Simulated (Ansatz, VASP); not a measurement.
**SiC in VASP and in Ansatz**

The input INCAR:

```
SYSTEM = SiC
PREC = Accurate
ENCUT = 520
EDIFF = 1E-7
ISMEAR = 0
SIGMA = 0.05
LREAL = .False.
LASPH = .True.
NELM = 80
ALGO = Normal
ISIF = 2
LWAVE = .False.
LCHARG = .False.
GGA = PE
NBANDS = 11
```

KPOINTS

```
Automatic mesh
0
Gamma
  12 12 12
  0 0 0
```

POSCAR

```
SiC
1.0
    0.0000000000      2.0650937190      2.0650937190
    2.0650937190      0.0000000000      2.0650937190
    2.1329664659      2.1329664659     -0.0678727469
Si C
1 1
Direct
    0.0000000000      0.0000000000      0.0000000000
    0.7500000000      0.7500000000      0.7500000000
```

Input for Ansatz:

```yaml
crystal:
  lattice:
    - [0.0, 2.065093719, 2.065093719]
    - [2.065093719, 0.0, 2.065093719]
    - [2.1329664659, 2.1329664659, -0.0678727469]
  atoms:
    - { symbol: Si, position: [0.0, 0.0, 0.0] }
    - { symbol: C, position: [0.75, 0.75, 0.75] }
basis:
  ecutwfc: 520.0
kpoints:
  mp_grid: { grid: [12, 12, 12] }
hamiltonian:
  xc: pbe
scf:
  occupations: { method: gaussian, width: 0.05 }
output:
  forces: true
  stress: true
  eigenvalues: true
  write_density: true
  write_potential: true
  elf: true
  volumetric_format: npy
```

Alike in both runs: task single point; functional PBE; k mesh 12 × 12 × 12; occupations gaussian, width 0.05 eV; no spin polarisation.

```csv
,VASP,Ansatz
version,VASP 6.6.1,Ansatz 0.2.0
potentials or method,"VASP PAW PBE potentials, release 64 (Si, C)","scalar-relativistic, plane waves, PAW"
plane-wave cutoff (eV),520,520
valence electrons in the cell,8,8
```

|  | VASP | Ansatz | Ansatz less VASP |
| --- | --- | --- | --- |
| gap on the k mesh at the Fermi level (eV) | 1.08 | 1.08 | +0.005 |
| least direct gap on the mesh (eV) | 4.32 | 4.33 | +0.009 |
| rms of the force components (eV/Å) | 0.410 | 0.411 | +0.0014 |

Atom by atom the forces differ by 0.001 eV/Å (rms over components).

 A k mesh can miss the band edges.
